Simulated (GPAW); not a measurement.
# C (Fd-3m) in GPAW: settings compared

Aim: see how the results for C move with the level of theory and the settings. Levels: rSCAN+D3(BJ), PBE, OLYP+D3. Tasks: equation of state.

Everything below comes from runs of GPAW 26.7.0. Logs are shortened: lines on timing, memory, paths and dates and some standing lists are left out, and cuts for length are marked. The log counts tension as positive stress, the text compression.

**Measured values to compare with.**

“Equation of state of cubic boron nitride at high pressures and temperatures”, 2007, arxiv:cond-mat/0702656 quotes, for a bulk crystal of C: bulk modulus 442 ± 5 GPa.

How close the calculation comes is told below.

### 1 The structure

The structure is cubic, space group Fd-3m (No. 227). The conventional cell has a = 3.567 Å, b = 3.567 Å, c = 3.567 Å, α = 90.00°, β = 90.00°, γ = 90.00°. Around C (site symmetry -43m) lie 4 C at 1.54 Å.

This isn't the form of C at room conditions, which is graphite.

### 2 Equation of state, rSCAN+D3(BJ)

run.py reads:

```python
from ase.calculators.mixing import SumCalculator
from ase.eos import EquationOfState
from ase.io import Trajectory, read
from ase.units import GPa
from dftd3.ase import DFTD3
from gpaw import GPAW, PW

atoms = read('POSCAR')

traj = Trajectory('eos.traj', 'w')
volumes, energies = [], []
for x in [0.94, 0.96, 0.98, 1.0, 1.02, 1.04, 1.06]:
    a = atoms.copy()
    a.set_cell(atoms.cell * x**(1 / 3), scale_atoms=True)
    calc = GPAW(mode=PW(800),
                xc='MGGA_X_RSCAN+MGGA_C_RSCAN',
                kpts={'size': (10, 10, 10), 'gamma': True},
                occupations={'name': 'fermi-dirac', 'width': 0.05},
                nbands=11,
                convergence={'density': 1e-05, 'energy': 1e-05},
                maxiter=150,
                txt=f'eos-{x:.2f}.txt')
    a.calc = SumCalculator([calc, DFTD3(method='rscan', damping='d3bj')])
    energies.append(a.get_potential_energy())
    volumes.append(a.get_volume())
    p = -a.get_stress()[:3].mean() / GPa
    calc.write(f'eos-{x:.2f}.gpw')
    traj.write(a)
    print(f'{x:.2f} {volumes[-1]:10.4f} A^3 {energies[-1]:14.6f} eV {p:9.3f} GPa', flush=True)

v0, e0, B = EquationOfState(volumes, energies, eos='birchmurnaghan').fit()
print(f'V0 = {v0:.4f} A^3, E0 = {e0:.6f} eV, B0 = {B / GPa:.2f} GPa')
```

POSCAR reads:

```
C
1.0
    0.0000000000      1.7833700000      1.7833700000
    1.7833700000      0.0000000000      1.7833700000
    1.7833700000      1.7833700000      0.0000000000
C
2
Direct
    0.7500000000      0.7500000000      0.7500000000
    0.5000000000      0.5000000000      0.5000000000
```

Potentials or basis: GPAW PAW data sets (gpaw-data 1.2.1), pw.

Run with:

```bash
> OMP_NUM_THREADS=1 python run.py
```

Log:

```text
__  _  _
 | _ |_)|_||  |
 |__||  | ||/\| - 26.7.0

Input parameters:
  mode=PW(ecut=800.0),
  convergence={'density': 1e-05, 'energy': 1e-05},
  kpts=MonkhorstPack(size=(10, 10, 10), gamma=True),
  maxiter=150,
  nbands=11,
  occupations=Occupations(name='fermi-dirac', width=0.05),
  xc=XC(name='MGGA_X_RSCAN+MGGA_C_RSCAN')

Diagonalizing LCAO Hamiltonian
Converting LCAO to pw mode

          C
       C

Atoms  # Å, Bohr magnetons
|   | symbol |        x |        y |        z |    initial magnetic moments |
|---|--------|----------|----------|----------|-----------------------------|
| 0 |      C | 2.620447 | 2.620447 | 2.620447 | ( 0.0000,  0.0000,  0.0000) |
| 1 |      C | 1.746964 | 1.746964 | 1.746964 | ( 0.0000,  0.0000,  0.0000) |

Unit cell  # Å
| periodic |        x |        y |        z |  lengths |    angles |
|----------|----------|----------|----------|----------|-----------|
|      yes | 0.000000 | 1.746964 | 1.746964 | 2.470581 | 60.000000 |
|      yes | 1.746964 | 0.000000 | 1.746964 | 2.470581 | 60.000000 |
|      yes | 1.746964 | 1.746964 | 0.000000 | 2.470581 | 60.000000 |

Number of symmetries: 24
Symmetry operations  # r_c * U_cc + t_c -> r_c
|    | kind |            matrix            |
|----|------|------------------------------|
|  0 |  E   |  1, 0, 0,  0, 1, 0,  0, 0, 1 |
|  1 |  σ   |  1, 0, 0,  0, 0, 1,  0, 1, 0 |
|  2 |  σ   |  1, 0,-1,  0, 1,-1,  0, 0,-1 |
|  3 |  C3  |  1, 0,-1,  0, 0,-1,  0, 1,-1 |
|  4 |  C3  |  1,-1, 0,  0,-1, 1,  0,-1, 0 |
|  5 |  σ   |  1,-1, 0,  0,-1, 0,  0,-1, 1 |
|  6 |  σ   |  0, 1, 0,  1, 0, 0,  0, 0, 1 |
|  7 |  C3  |  0, 1, 0,  0, 0, 1,  1, 0, 0 |
|  8 |  C2  |  0, 1,-1,  1, 0,-1,  0, 0,-1 |
|  9 |  S4  |  0, 1,-1,  0, 0,-1,  1, 0,-1 |
| 10 |  C3  |  0, 0, 1,  1, 0, 0,  0, 1, 0 |
| 11 |  σ   |  0, 0, 1,  0, 1, 0,  1, 0, 0 |
| 12 |  S4  |  0, 0,-1,  1, 0,-1,  0, 1,-1 |
| 13 |  C3  |  0, 0,-1,  0, 1,-1,  1, 0,-1 |
| 14 |  S4  |  0,-1, 1,  1,-1, 0,  0,-1, 0 |
| 15 |  C2  |  0,-1, 1,  0,-1, 0,  1,-1, 0 |
| 16 |  C3  |  0,-1, 0,  1,-1, 0,  0,-1, 1 |
| 17 |  S4  |  0,-1, 0,  0,-1, 1,  1,-1, 0 |
| 18 |  S4  | -1, 1, 0, -1, 0, 1, -1, 0, 0 |
| 19 |  C3  | -1, 1, 0, -1, 0, 0, -1, 0, 1 |
| 20 |  C3  | -1, 0, 1, -1, 1, 0, -1, 0, 0 |
| 21 |  S4  | -1, 0, 1, -1, 0, 0, -1, 1, 0 |
| 22 |  σ   | -1, 0, 0, -1, 1, 0, -1, 0, 1 |
| 23 |  C2  | -1, 0, 0, -1, 0, 1, -1, 1, 0 |

BZ-sampling:
  Number of BZ points: 1000
  Number of IBZ points: 47

  Monkhorst-Pack size: [10, 10, 10]
  Monkhorst-Pack shift: [0.05, 0.05, 0.05]

K-points  # in reciprocal-cell coordinates
|     |                                coordinates |     weight |
|-----|--------------------------------------------|------------|
|   0 | (  0.00000000,   0.00000000,   0.00000000) | 0.00100000 |
|   1 | (  0.10000000,   0.10000000,   0.00000000) | 0.00600000 |
|   2 | (  0.10000000,   0.10000000,   0.10000000) | 0.00800000 |
|   3 | (  0.20000000,   0.10000000,   0.10000000) | 0.01200000 |
|   4 | (  0.20000000,   0.20000000,   0.00000000) | 0.00600000 |
|   5 | (  0.20000000,   0.20000000,   0.10000000) | 0.02400000 |
|   6 | (  0.20000000,   0.20000000,   0.20000000) | 0.00800000 |
|   7 | (  0.30000000,   0.20000000,   0.10000000) | 0.02400000 |
|   8 | (  0.30000000,   0.20000000,   0.20000000) | 0.02400000 |
|   9 | (  0.30000000,   0.30000000,   0.00000000) | 0.00600000 |
| ... |                                            |            |
|  46 | (  0.50000000,   0.50000000,   0.50000000) | 0.00400000 |

Plane wave coefficients: 568
Cutoff: 800.0 eV

Spin-components: 1 (collinear spins)
Bands:           11
Projectors:      10
Spin-degeneracy: 2
Datatype:        complex128

Parallelization:
  kpt:    1
  domain: 1
  band:   1

Density:
  Valence electrons: 8.0
  Components: 1
  Grid points: [18 18 18]
  Charge: 0.0  # |e|

Potential:
  Grid points: [18 18 18]

species:
  C:
    name:    Carbon
    Z:       6.0
    valence: 4
    core:    2
    charge:  0.0  # [|e|]
    compensation charges:
      type: gauss
      rc: 0.20  # [Å]
      lmax: 2
    cutoffs:
      filter: 1.14  # [Å]
      core: 1.14  # [Å]
    projectors
    | kind |    occ | energy [eV] | rcut [Å] |
    |------|--------|-------------|----------|
    |   2s |  2.000 |     -13.751 |    0.635 |
    |   2p |  2.000 |      -5.284 |    0.635 |
    |    s |        |      13.461 |    0.635 |
    |    p |        |      21.927 |    0.635 |
    |    d |        |       0.000 |    0.635 |

    Using partial waves for C as LCAO basis

Reference energy: -2055.256231  # eV

eigensolver:
  PPCG
  Converge bands: occupied
  niter=2

density mixing:
  MSR1-Mixer
  Pratt-step length: 0.05
  Maximum mixing coefficient: 0.75
  Old densities: 10
  SVD Regularization: 0.005
  Good broyden scale: 1.0
  Trust region scale: 1.0
  Backstep threshold: 4.0
  History deletion threshold: 6.0
  Fourier metric: weight=20.0, sigma=0.015

occupation numbers:
  Fermi-Dirac:
    width: 0.0500  # eV

poisson solver:
  ecut: 6400.0  # eV

xc functional:
  name: MGGA_X_RSCAN+MGGA_C_RSCAN with 2 nearest neighbor stencil

convergence criteria:
[... 6 lines left out ...]
|iter     | |      energy | eigst |  dens |
|---------|-|-------------|-------|-------|
|iter:   1| |  -24.782274 | +0.09 |       |
|iter:   2| |  -20.662227 | -1.32 | -0.81 |
|iter:   3| |  -20.373818 | -1.34 | -0.82 |
|iter:   4| |  -20.376883 | -3.67 | -1.51 |
|iter:   5| |  -20.377264 | -4.40 | -1.90 |
|iter:   6| |  -20.377266 | -6.54 | -3.38 |
|iter:   7| |  -20.377267c| -7.56c| -3.91 |
|iter:   8| |  -20.377267c| -8.55c| -5.29c|

Converged in 8 steps
Energy contributions relative to reference atoms: (reference = -2055.256231)

Energy contributions:
  Kinetic:          21.380746
  Coulomb:         -18.873171
  Zero:              0.026989
  External:          0.000000
  Xc:              -22.911831
  Entropy:          -0.000000
  Spinorbit:         0.000000
  ----------------------------
  Free energy:     -20.377267
  Extrapolated:    -20.377267

dipole moment: (2.127742, 2.127742, 2.127742)  # |e|*Ang

Fermi level: 13.926
Eigenvalues  # (at kpt = [0.000, 0.000, 0.000])
| band index |      eig [eV] | occ [0-2] |
|------------|---------------|-----------|
|          0 |       -10.476 |     2.000 |
|          1 |        13.019 |     2.000 |
|          2 |        13.019 |     2.000 |
|          3 |        13.019 |     2.000 |
|          4 |        19.040 |     0.000 |
|          5 |        19.040 |     0.000 |
|          6 |        19.040 |     0.000 |
|          7 |        28.379 |     0.000 |
|          8 |        34.400 |     0.000 |
|          9 |        41.080 |     0.000 |
|         10 |        41.193 |     0.000 |

Gap: 4.553 eV
Transition (v -> c):
  (s=0, k=0, n=3, [0.00, 0.00, 0.00]) -> (s=0, k=24, n=4, [0.40, 0.40, 0.00])
Direct/indirect transitions are different
Direct gap: 6.021 eV
Transition at: (s=0, k=0, n=3, [0.00, 0.00, 0.00])

Stress tensor  # eV/Ang^3
|         x |         y |         z |
|-----------|-----------|-----------|
| -0.157569 | -0.000000 | -0.000000 |
| -0.000000 | -0.157569 |  0.000000 |
| -0.000000 |  0.000000 | -0.157569 |

# Writing to eos-0.94.gpw (mode='')
```

It took 2.1 min on 1 thread of AMD EPYC 7R43 (Zen 3), shared host; peak memory 0.24 GiB.

What came out:

* Equilibrium volume: 5.58 Å³/atom (rough: see the caveat)
* Bulk modulus: 460 GPa (rough)

Energy against volume, from the lowest point:
```
volume (Å³/atom)  energy (meV/atom)
           5.332              17.07
           5.445               4.79
           5.558               0.00
           5.672               1.92
           5.785               9.96
           5.899              23.64
           6.012              42.33
```

Caveat: the points scatter about the fit; the PAW data sets were made with another functional, which shifts forces and pressure a little.

### 3 Equation of state, PBE

Changes to run.py since step 2:

```diff
@@ -1,2 +1 @@
-from ase.calculators.mixing import SumCalculator
 from ase.eos import EquationOfState
@@ -4,6 +3,5 @@
 from ase.units import GPa
-from dftd3.ase import DFTD3
 from gpaw import GPAW, PW
 
-atoms = read('POSCAR')
+atoms = read('C.xyz')
 
@@ -15,3 +13,3 @@
     calc = GPAW(mode=PW(800),
-                xc='MGGA_X_RSCAN+MGGA_C_RSCAN',
+                xc='PBE',
                 kpts={'size': (10, 10, 10), 'gamma': True},
@@ -22,4 +20,4 @@
                 txt=f'eos-{x:.2f}.txt')
-    a.calc = SumCalculator([calc, DFTD3(method='rscan', damping='d3bj')])
-    energies.append(a.get_potential_energy())
+    a.calc = calc
+    energies.append(a.get_potential_energy(force_consistent=True))
     volumes.append(a.get_volume())
```

C.xyz reads:

```xyz
2
Lattice="0.0000000000 1.7833700000 1.7833700000 1.7833700000 0.0000000000 1.7833700000 1.7833700000 1.7833700000 0.0000000000" Properties=species:S:1:pos:R:3 pbc="T T T"
C      2.6750550000      2.6750550000      2.6750550000
C      1.7833700000      1.7833700000      1.7833700000
```

Potentials or basis: GPAW PAW data sets (gpaw-data 1.2.1), pw.

Run with:

```bash
> OMP_NUM_THREADS=1 python run.py
```

Wall time 47 s (1 thread of AMD EPYC 7R43 (Zen 3), shared host); peak memory 0.18 GiB.

It converged, with:

- Equilibrium volume: 5.70 Å³/atom
- Bulk modulus: 433 GPa
- Pressure derivative of the bulk modulus: 3.7

Energy against volume, from the lowest point:
| volume (Å³/atom) | energy (meV/atom) |
| --- | --- |
| 5.332 | 35.72 |
| 5.445 | 16.46 |
| 5.558 | 4.81 |
| 5.672 | 0.00 |
| 5.785 | 1.43 |
| 5.899 | 8.62 |
| 6.012 | 20.94 |

### 4 Equation of state, OLYP+D3

Changes to run.py since step 3:

```diff
@@ -1 +1,2 @@
+from ase.calculators.mixing import SumCalculator
 from ase.eos import EquationOfState
@@ -3,5 +4,8 @@
 from ase.units import GPa
-from gpaw import GPAW, PW
+from dftd3.ase import DFTD3
+from gpaw import GPAW, PW, setup_paths
 
-atoms = read('C.xyz')
+setup_paths.insert(0, '.')
+
+atoms = read('POSCAR')
 
@@ -13,3 +17,3 @@
     calc = GPAW(mode=PW(800),
-                xc='PBE',
+                xc='GGA_X_OPTX+GGA_C_LYP',
                 kpts={'size': (10, 10, 10), 'gamma': True},
@@ -18,6 +22,7 @@
                 convergence={'density': 1e-05, 'energy': 1e-05},
+                eigensolver='davidson',
                 maxiter=150,
                 txt=f'eos-{x:.2f}.txt')
-    a.calc = calc
-    energies.append(a.get_potential_energy(force_consistent=True))
+    a.calc = SumCalculator([calc, DFTD3(method='olyp', damping='d3zero')])
+    energies.append(a.get_potential_energy())
     volumes.append(a.get_volume())
```

POSCAR is that of step 2.

Potentials or basis: PAW data sets generated in the run's folder for this functional, pw.

Run with:

```bash
> gpaw-setup -f GGA_X_OPTX+GGA_C_LYP C
> OMP_NUM_THREADS=1 python run.py
```

It took 48 s on 1 thread of AMD EPYC 7R43 (Zen 3), shared host; peak memory 0.17 GiB.

Results (log left out):

| Item | Value |
| --- | --- |
| Equilibrium volume | 5.56 Å³/atom |
| Bulk modulus | 449 GPa |
| Pressure derivative of the bulk modulus | 3.7 |

Energy against volume, from the lowest point:
| volume (Å³/atom) | energy (meV/atom) |
| --- | --- |
| 5.332 | 14.48 |
| 5.445 | 3.63 |
| 5.558 | 0.00 |
| 5.672 | 2.85 |
| 5.785 | 11.60 |
| 5.899 | 25.81 |
| 6.012 | 44.87 |

### 5 The runs side by side

```csv
level,potentials or basis,eigensolver,V0 of scaled cells (Å³/atom),B0 (GPa)
rSCAN+D3(BJ),"GPAW PAW data sets (gpaw-data 1.2.1), pw",-,-,-
PBE,"GPAW PAW data sets (gpaw-data 1.2.1), pw",-,5.70,433
OLYP+D3,"PAW data sets generated in the run's folder for this functional, pw",davidson,5.56,449
```

Alike in all rows: task equation of state; no spin polarisation; cell as given; k mesh 10 × 10 × 10; cutoff (eV) 800; smearing fermi-dirac 0.05 eV.

Caveats: the points scatter about the fit (some runs); the PAW data sets were made with another functional, which shifts forces and pressure a little (some runs).

Absolute energies hang on the potentials; compare differences alone.

### 6 Against experiment

Step 3. Measured bulk modulus of C: 442 GPa (quoted in “Equation of state of cubic boron nitride at high pressures and temperatures”, 2007, arxiv:cond-mat/0702656). This calculation gives 433 GPa (-2.0 %). 3 values of this kind are on record (442 to 444.8 GPa); this one was drawn at random among those near their median, those with a stated uncertainty first. The fit is for a static lattice scaled at fixed shape and fixed fractional positions. The cell as given is a measured one (5.67 Å³/atom); PBE puts the equilibrium volume +0.5 % from it, thermal expansion not counted.

Step 4. Measured bulk modulus of C: 442 GPa (quoted in “Equation of state of cubic boron nitride at high pressures and temperatures”, 2007, arxiv:cond-mat/0702656). This calculation gives 449 GPa (+1.6 %). 3 values of this kind are on record (442 to 444.8 GPa); this one was drawn at random among those near their median, those with a stated uncertainty first. The fit is for a static lattice scaled at fixed shape and fixed fractional positions. The cell as given is a measured one (5.67 Å³/atom); OLYP+D3 puts the equilibrium volume -1.9 % from it, thermal expansion not counted.
